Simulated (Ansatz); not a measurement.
# W: a hydrostatic pressure series

An exercise on one series of results from a longer session: the logs are not shown, and one member is left open.

Method: DFT r2SCAN, scalar-relativistic, plane waves, PAW, in Ansatz 0.2.0.

1 further run of the same task is left out (set aside as unsound or not needed).

## The structure to begin with

It takes space group Im-3m (No. 229, cubic). Conventional cell: a = 3.168 Å, b = 3.168 Å, c = 3.168 Å, α = 90.00°, β = 90.00°, γ = 90.00°. Around W (site symmetry m-3m) lie 8 W at 2.74 Å.

As a file:

```
W
1.0
    -1.58420    1.58420    1.58420
     1.58420   -1.58420    1.58420
     1.58420    1.58420   -1.58420
W
1
Direct
  0.00000 0.00000 0.00000
```

It goes back to an entry of the Materials Project.

It is the result of an earlier relaxation at this level (volume 15.90 Å³/atom; gap on the mesh: none (metal)).

The first run:

Input file input.yaml:

```yaml
crystal:
  lattice:
    - [-1.599187677, 1.599187677, 1.599187677]
    - [1.599187677, -1.599187677, 1.599187677]
    - [1.599187677, 1.599187677, -1.599187677]
  atoms:
    - { symbol: W, position: [0.0, 0.0, 0.0] }
basis:
  ecutwfc: 500
kpoints:
  mp_grid: { grid: [18, 18, 18] }
hamiltonian:
  xc: r2scan
scf:
  occupations: { method: gaussian, width: 0.1 }
output:
  forces: true
  stress: true
  eigenvalues: true
relax:
  adjacent_minimum: "off"
  f_tol: 0.008
  max_steps: 50
  cell: { stress_tol: 0.08, p_target: -3.0 }
```

Started as:

```
$ ansatz run input.yaml --threads 1 --pin off --max-ram 2560MiB --backend cpu --events-out ev --progress --plain --runs-dir out
```

Steps of the session up to this table: Relaxing at -3 GPa; 3 GPa; Relaxing at 8 GPa; Target pressure 15 GPa; 30 GPa; 60 GPa.

One table of the session follows, with a row left open; its other results are not shown here.

| P (GPa) | V (Å³/atom) | a (Å) | b (Å) | c (Å) | ΔH (eV/atom) |
| --- | --- | --- | --- | --- | --- |
| -3 | 16.06 | 2.753 | 2.753 | 2.753 | -0.299 |
| 0 | 15.90 | 2.744 | 2.744 | 2.744 | 0.000 |
| 3 | 15.76 | 2.735 | 2.735 | 2.735 | 0.296 |
| 8 | 15.53 | 2.722 | 2.722 | 2.722 | 0.784 |
| 15 | ? | ? | ? | ? | ? |
| 30 | 14.70 | 2.673 | 2.673 | 2.673 | 2.857 |
| 60 | 13.82 | 2.618 | 2.618 | 2.618 | 5.513 |

Estimate the missing values for P (GPa) = 15.

Worked estimate for «V (Å³/atom)». A straight line through the neighbours (8, 15.53) and (30, 14.70) gives 15.53 + (14.70 − 15.53) × (15 − 8) / (30 − 8) = 15.27; a parabola fitted to 4 rows on both sides gives 15.25.

The run gave: V (Å³/atom): 15.24; a (Å): 2.705; b (Å): 2.705; c (Å): 2.705; ΔH (eV/atom): 1.456. In «V (Å³/atom)» the line misses by +0.03 and the parabola by +0.01.

ΔH is E + PV over the energy at zero pressure; a, b and c are the vectors of the computed cell. 

Caveats from the session: Other structures may take over in this range; these runs cannot find them. Spin-orbit coupling is left out for W.
